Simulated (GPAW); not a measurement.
Write a Python script for GPAW 26.7.0 that does the following.

```
Task                : single point
Functional          : PBE
Potentials or basis : GPAW PAW data sets (gpaw-data 1.2.1)
Cutoff              : 800 eV
Basis               : pw
k mesh              : 8 × 8 × 5
Occupations         : fermi-dirac, width 0.05 eV
Spin                : no spin polarisation
Maxiter             : 150
```

The structure of La lies in La.xyz:

```xyz
2
Lattice="3.7500000000 0.0000000000 0.0000000000 -1.8750000000 3.2475952642 0.0000000000 0.0000000000 0.0000000000 6.0700000000" Properties=species:S:1:pos:R:3 pbc="T T T"
La     1.8750000002      1.0825317546      4.5525000000
La    -0.0000000002      2.1650635096      1.5175000000
```

This isn't the form of La at room conditions, which is double hcp.

The input as run:

run.py

```python
from ase.io import read
from gpaw import PW
from gpaw.dft import DFT

atoms = read('La.xyz')

dft = DFT(atoms,
          mode=PW(800),
          xc='PBE',
          kpts={'size': (8, 8, 5), 'gamma': True},
          occupations={'name': 'fermi-dirac', 'width': 0.05},
          nbands=28,
          convergence={'density': 1e-05, 'energy': 1e-05},
          maxiter=150,
          txt='gpaw.txt')
print(f'Energy: {dft.calculate_energy():.6f} eV')
print('Forces (eV/A):')
print(dft.calculate_forces().round(4))
print('Stress (eV/A^3):', dft.calculate_stress().round(6))
dft.write_gpw_file('gs.gpw')
```

Potentials or basis: GPAW PAW data sets (gpaw-data 1.2.1), pw.

Launch:

```sh
$ OMP_NUM_THREADS=1 python run.py
```

Results of the run:

```
Pressure               : 0.8 GPa
Band gap on the k mesh : none (metal or under the smearing width)
```

Caveat: one-centre terms of the f shell are cut off.

It took 69 s on 1 thread of Arm Neoverse V1, with other jobs on the host, peak memory 0.28 GiB.
